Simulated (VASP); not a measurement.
# Ba (Fm-3m) in VASP: a series of runs

Runs on Ba. Level: r2SCAN. Tasks: single point.

Everything below comes from runs of VASP 6.6.1. Logs are shortened: lines on timing, memory, paths and dates and some standing lists are left out, and cuts for length are marked.

## Step 1: The crystal as given

It takes space group Fm-3m (No. 225, cubic). Conventional cell: a = 6.465 Å, b = 6.465 Å, c = 6.465 Å, α = 90.00°, β = 90.00°, γ = 90.00°.

This isn't the form of Ba at room conditions, which is bcc.

## Step 2: Single point, r2SCAN

Input file POSCAR:

```
Ba
1.0
    0.0000000000      3.2326650028      3.2326650028
    3.2326650028      0.0000000000      3.2326650028
    3.2326650028      3.2326650028      0.0000000000
Ba
1
Direct
    0.0000000000      0.0000000000      0.0000000000
```

Input file INCAR.step1:

```
ALGO     = Normal         # electronic algorithm
EDIFF    = 1E-4           # SCF threshold, eV
ENCUT    = 520            # plane-wave cutoff, eV
GGA      = PE             # functional
ISMEAR   = -1             # smearing method
LASPH    = T              # aspherical terms in the spheres
LCHARG   = F              # write CHGCAR
LREAL    = F              # projectors in reciprocal space
LWAVE    = T              # write WAVECAR
NBANDS   = 11             # bands
NELM     = 80             # most SCF steps
PREC     = Accurate       # precision mode
SIGMA    = 0.05           # smearing width, eV
```

Input file INCAR.step2:

```
ALGO     = Normal         # electronic algorithm
EDIFF    = 1E-6           # SCF threshold, eV
ENCUT    = 520            # plane-wave cutoff, eV
ISIF     = 2              # what is computed and relaxed
ISMEAR   = -1             # smearing method
ISTART   = 1            
LASPH    = T              # aspherical terms in the spheres
LCHARG   = F              # write CHGCAR
LMIXTAU  = T            
LREAL    = F              # projectors in reciprocal space
LWAVE    = F              # write WAVECAR
METAGGA  = R2SCAN         # meta-GGA
NBANDS   = 11             # bands
NELM     = 80             # most SCF steps
PREC     = Accurate       # precision mode
SIGMA    = 0.05           # smearing width, eV
```

Input file KPOINTS:

```
k-points
0
Gamma
  9 9 9
```

Potentials or basis: VASP PAW PBE potentials, release 64 (Ba_sv).

Launch:

```bash
$ cat potpaw_PBE.64/Ba_sv/POTCAR > POTCAR
$ cp INCAR.step1 INCAR
$ mpirun -np 1 vasp_std > vasp.out
$ cp INCAR.step2 INCAR
$ mpirun -np 1 vasp_std > vasp.out
```

OUTCAR:

```text
EDIFF = 1E-6
   ENCUT = 520
   ISIF = 2
   ISMEAR = -1
   ISTART = 1
   LASPH = T
   LREAL = F
   METAGGA = R2SCAN
   NELM = 80
   PREC = Accurate

 ion  position               nearest neighbor table
   1  0.000  0.000  0.000-

  LATTYP: Found a face centered cubic cell.
 ALAT       =     6.4653300056

  Lattice vectors:

 A1 = (   0.0000000000,   3.2326650028,   3.2326650028)
 A2 = (   3.2326650028,   0.0000000000,   3.2326650028)
 A3 = (   3.2326650028,   3.2326650028,   0.0000000000)

Analysis of symmetry for initial positions (statically):
=====================================================================
 Subroutine PRICEL returns:
 Original cell was already a primitive cell.

 Routine SETGRP: Setting up the symmetry group for a
 face centered cubic supercell.

 Subroutine GETGRP returns: Found 48 space group operations
 (whereof 48 operations were pure point group operations)
 out of a pool of 48 trial point group operations.

The static configuration has the point symmetry O_h .

Analysis of symmetry for dynamics (positions and initial velocities):
=====================================================================
 Subroutine PRICEL returns:
 Original cell was already a primitive cell.

 Routine SETGRP: Setting up the symmetry group for a
 face centered cubic supercell.

 Subroutine GETGRP returns: Found 48 space group operations
 (whereof 48 operations were pure point group operations)
 out of a pool of 48 trial point group operations.

The dynamic configuration has the point symmetry O_h .

 Subroutine INISYM returns: Found 48 space group operations
 (whereof 48 operations are pure point group operations),
 and found     1 'primitive' translations

----------------------------------------------------------------------------------------

                                     Primitive cell

  volume of cell :      67.5635

  direct lattice vectors                    reciprocal lattice vectors
     0.000000000  3.232665003  3.232665003    -0.154671146  0.154671146  0.154671146
     3.232665003  0.000000000  3.232665003     0.154671146 -0.154671146  0.154671146
     3.232665003  3.232665003  0.000000000     0.154671146  0.154671146 -0.154671146

  length of vectors
     4.571678690  4.571678690  4.571678690     0.267898283  0.267898283  0.267898283

  position of ions in fractional coordinates (direct lattice)
     0.000000000  0.000000000  0.000000000

  ion indices of the primitive-cell ions
   primitive index   ion index
                 1           1

----------------------------------------------------------------------------------------

 KPOINTS: k-points

Automatic generation of k-mesh.
 Grid dimensions read from file:
 generate k-points for:    9    9    9

 Generating k-lattice:

  Cartesian coordinates                     Fractional coordinates (reciprocal lattice)
    -0.017185683  0.017185683  0.017185683     0.111111111  0.000000000  0.000000000
     0.017185683 -0.017185683  0.017185683     0.000000000  0.111111111  0.000000000
     0.017185683  0.017185683 -0.017185683     0.000000000  0.000000000  0.111111111

  Length of vectors
     0.029766476  0.029766476  0.029766476

  Shift w.r.t. Gamma in fractional coordinates (k-lattice)
     0.000000000  0.000000000  0.000000000

 Subroutine IBZKPT returns following result:
 ===========================================

 Found     35 irreducible k-points:

 Following reciprocal coordinates:
            Coordinates               Weight
  0.000000  0.000000  0.000000      1.000000
  0.111111  0.000000  0.000000      8.000000
  0.222222  0.000000  0.000000      8.000000
  0.333333  0.000000  0.000000      8.000000
  0.444444  0.000000  0.000000      8.000000
  0.111111  0.111111  0.000000      6.000000
[... 16 lines left out ...]
 -0.333333  0.333333  0.000000     12.000000
  0.444444  0.444444  0.000000      6.000000
 [... further k-points ...]
   k-points           NKPTS =     35   k-points in BZ     NKDIM =     35   number of bands    NBANDS=     11
   number of dos      NEDOS =    301   number of ions     NIONS =      1
   total plane-waves  NPLWV =  46656
   dimension x,y,z NGX =    36 NGY =   36 NGZ =   36
   dimension x,y,z NGXF=    72 NGYF=   72 NGZF=   72
   ions per type =               1
   NGX,Y,Z   is equivalent  to a cutoff of  13.09, 13.09, 13.09 a.u.
   NGXF,Y,Z  is equivalent  to a cutoff of  26.18, 26.18, 26.18 a.u.
 SYSTEM =  unknown system
   PREC   = accura    normal or accurate (medium, high low for compatibility)
   ISTART =      1    job   : 0-new  1-cont  2-samecut
   ICHARG =      0    charge: 1-file 2-atom 10-const
   ISPIN  =      1    spin polarized calculation?
   LNONCOLLINEAR =      F non collinear calculations
   LSORBIT =      F    spin-orbit coupling
   LASPH  =      T    aspherical Exc in radial PAW
   ENCUT  =  520.0 eV  38.22 Ry    6.18 a.u.   8.50  8.50  8.50*2*pi/ulx,y,z
   NELM   =     80;   NELMIN=  2; NELMDL=  0     # of ELM steps
   EDIFF  = 0.1E-05   stopping-criterion for ELM
   LREAL  =      F    real-space projection
   EDIFFG = 0.1E-04   stopping-criterion for IOM
   NSW    =      0    number of steps for IOM
   IBRION =     -1    ionic relax: 0-MD 1-quasi-New 2-CG
   NFREE  =      0    steps in history (QN), initial steepest desc. (CG)
   ISIF   =      2    stress and relaxation
   ISYM   =      2    0-nonsym 1-usesym 2-fastsym
   POTIM  = 0.5000    time-step for ionic-motion
   TEBEG  =    0.0;   TEEND  =   0.0 temperature during run
   PSTRESS=    0.0 pullay stress
   NELECT =      10.0000    total number of electrons
   NUPDOWN=      -1.0000    fix difference up-down
   EMIN   =  10.00;   EMAX   =-10.00  energy-range for DOS
   EFERMI =   0.00;   METHOD = LEGACY
   ISMEAR =    -1;   SIGMA  =   0.05  broadening in eV -4-tet -1-fermi 0-gaus
   EFERMI_NEDOS =   21; number of points for ismear=-14 and -15
   IALGO  =     38    algorithm
   IMIX   =      4    mixing-type and parameters
     AMIX     =   0.40;   BMIX     =  1.00
     AMIX_MAG =   1.60;   BMIX_MAG =  1.00
  volume/ion in A,a.u.               =      67.56       455.94
  Fermi-wavevector in a.u.,A,eV,Ry     =   0.865973  1.636451 10.203124  0.749908
  Thomas-Fermi vector in A             =   1.984294
   LORBIT       =      0    0 simple, 1 ext, 2 COOP (PROOUT), +10 PAW based schemes
   METAGGA = R2SCAN    functional components
   LHFCALC =     F    Hartree Fock is set to
   AEXX    =    0.0000 exact exchange contribution
   IVDW    =     0    specifies the selected vdW correction
   LEPSILON=     F    determine dielectric tensor
   LRPA    =     F    only Hartree local field effects (RPA)
 non-spin polarized calculation
  energy-cutoff  :      520.00
  volume of cell :       67.56
 maximum number of plane-waves:      1853
 NGX is ok and might be reduce to    36
   NGX = 17   NGY = 17   NGZ = 17

 number of electron      10.0000000 magnetization

 Free energy of the ion-electron system (eV)
  ---------------------------------------------------
  ext. energy  EPLUGINS =         0.00000000
  ---------------------------------------------------
  free energy    TOTEN  =       -26.40371745 eV

  energy without entropy =      -26.38748770  energy(sigma->0) =      -26.39560258

 E-fermi :   1.6186     XC(G=0):  -7.5982

 val. band max:        1.5719175743   @ k =  -0.4444   0.4444   0.0000
 cond. band min:       1.6354431214   @ k =  -0.3333   0.3333   0.0000
 fundamental gap:      0.0635255470
 Fermi energy:         1.6185929418

 k-point     1 :       0.0000    0.0000    0.0000
  band No.  band energies     occupation
      1     -28.5294      2.00000
      2     -13.0965      2.00000
      3     -13.0965      2.00000
      4     -13.0965      2.00000
      5      -1.3568      2.00000
      6       3.5043      0.00000
      7       3.5043      0.00000
      8       3.5043      0.00000
      9       5.0078      0.00000
     10       5.0078      0.00000
     11       7.6156      0.00000

 k-point     2 :       0.1111    0.0000    0.0000
  band No.  band energies     occupation
      1     -28.5257      2.00000
      2     -13.1437      2.00000
      3     -13.1023      2.00000
      4     -13.1023      2.00000
      5      -1.1466      2.00000
      6       3.2250      0.00000
      7       3.5979      0.00000
      8       3.5979      0.00000
      9       4.8760      0.00000
     10       4.8760      0.00000
     11       8.1189      0.00000

 k-point     3 :       0.2222    0.0000    0.0000
  band No.  band energies     occupation
      1     -28.5162      2.00000
      2     -13.2599      2.00000
      3     -13.1169      2.00000
      4     -13.1169      2.00000
      5      -0.5810      2.00000
      6       2.7175      0.00000
      7       3.6778      0.00000
      8       3.6778      0.00000
      9       4.8565      0.00000
     10       4.8565      0.00000
     11       7.9779      0.00000

 k-point     4 :       0.3333    0.0000    0.0000
  band No.  band energies     occupation
      1     -28.5054      2.00000
      2     -13.3872      2.00000
      3     -13.1334      2.00000
      4     -13.1333      2.00000
      5       0.1224      2.00000
      6       2.3715      0.00000
      7       3.5004      0.00000
      8       3.5004      0.00000
      9       5.3730      0.00000
     10       5.3730      0.00000
     11       7.3950      0.00000
[... 239 lines left out ...]
 k-point    22 :      -0.4444    0.3333    0.0000
  band No.  band energies     occupation
      1     -28.4883      2.00000
      2     -13.4067      2.00000
      3     -13.2880      2.00000
      4     -13.2052      2.00000
      5       1.1814      1.99968
      6       1.7328      0.18487
      7       2.7826      0.00000
      8       4.7215      0.00000
      9       6.0871      0.00000
     10       6.1142      0.00000
     11       7.2407      0.00000

 k-point    23 :      -0.3333    0.3333    0.0000
  band No.  band energies     occupation
      1     -28.4894      2.00000
      2     -13.3533      2.00000
      3     -13.3497      2.00000
      4     -13.1843      2.00000
      5       1.6354      0.83308
      6       1.6558      0.64424
      7       2.5243      0.00000
      8       4.3398      0.00000
      9       5.5463      0.00000
     10       5.9101      0.00000
     11       8.3821      0.00000

 k-point    24 :       0.4444    0.4444    0.0000
  band No.  band energies     occupation
      1     -28.4881      2.00000
      2     -13.4429      2.00000
      3     -13.2275      2.00000
      4     -13.2275      2.00000
      5       0.7416      2.00000
      6       1.5353      1.68213
      7       3.2722      0.00000
      8       6.0461      0.00000
      9       6.0461      0.00000
     10       6.0850      0.00000
     11       7.6942      0.00000

 [... further k-points ...]
[... 5 lines left out ...]
  --------------------------------------------------------------------------------------
  -------------------------------------------------------------------------------------
  Total       -0.0211655     -0.0211655     -0.0211655     -0.0000000      0.0000000     -0.0000000
  in kB       -0.5019104     -0.5019104     -0.5019104     -0.0000000      0.0000000     -0.0000000
  external PRESSURE =      -0.5019104 kB  Pullay stress =       0.0000000 kB

 VOLUME and BASIS-vectors are now :
 -----------------------------------------------------------------------------
  energy-cutoff  :      520.00
  volume of cell :       67.56
      direct lattice vectors                 reciprocal lattice vectors
     0.000000000  3.232665003  3.232665003    -0.154671146  0.154671146  0.154671146
     3.232665003  0.000000000  3.232665003     0.154671146 -0.154671146  0.154671146
     3.232665003  3.232665003  0.000000000     0.154671146  0.154671146 -0.154671146

 POSITION                                       TOTAL-FORCE (eV/Angst)
 -----------------------------------------------------------------------------------
      0.00000      0.00000      0.00000         0.000000      0.000000      0.000000
 -----------------------------------------------------------------------------------
    total drift:                               -0.000000      0.000000      0.000000

  FREE ENERGIE OF THE ION-ELECTRON SYSTEM (eV)
  ---------------------------------------------------
  free  energy   TOTEN  =       -26.4037174485 eV

  energy  without entropy=      -26.3874877045  energy(sigma->0) =      -26.39560258
```

Run time: 92 s. Hardware: 1 thread of Intel Xeon Platinum 8259CL at 2.50GHz (Skylake/Cascade Lake), shared host; peak memory 0.21 GiB.

Results:

```
Free energy            : -26.4037 eV
Pressure               : -0.1 GPa
Band gap on the k mesh : none (metal or under the smearing width)
```

Levels at points of the mesh, in eV from the Fermi level:
| k point | band 2 | band 3 | band 4 | band 5 | band 6 | band 7 | band 8 | band 9 |
| --- | --- | --- | --- | --- | --- | --- | --- | --- |
| (0.00, 0.00, 0.00) | -14.72 | -14.72 | -14.72 | -2.98 | 1.89 | 1.89 | 1.89 | 3.39 |

Caveat: the PAW data sets were made with another functional, which shifts forces and pressure a little. The run has no spin-orbit coupling, so splittings on Ba are missing.

[end of part 1 of 2]
